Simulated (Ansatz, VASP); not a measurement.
**One calculation of Ru, two programs**

```xyz
1
Lattice="-1.5271 1.5271 1.5271 1.5271 -1.5271 1.5271 1.5271 1.5271 -1.5271" Properties=species:S:1:pos:R:3 pbc="T T T"
Ru    0.0000    0.0000    0.0000
```

Alike in both runs: functional PBE; k mesh 18 × 18 × 18; occupations fermi-dirac, width 0.05 eV; no spin polarisation.

Ansatz relaxed the structure, and its values are those at the end. VASP's run is a single point on that final structure, the one shown.

```csv
,VASP,Ansatz
version,VASP 6.6.1,Ansatz 0.2.0
potentials or method,"VASP PAW PBE potentials, release 64 (Ru_pv)","PAW with Ansatz's default frozen-core files, scalar-relativistic"
plane-wave cutoff (eV),520,420
valence electrons in the cell,14,16
```

|  | VASP | Ansatz | Ansatz less VASP |
| --- | --- | --- | --- |
| pressure (GPa) | -0.4 | -0.3 | +0.11 |

The two sets of potentials don't hold the same shells in valence.
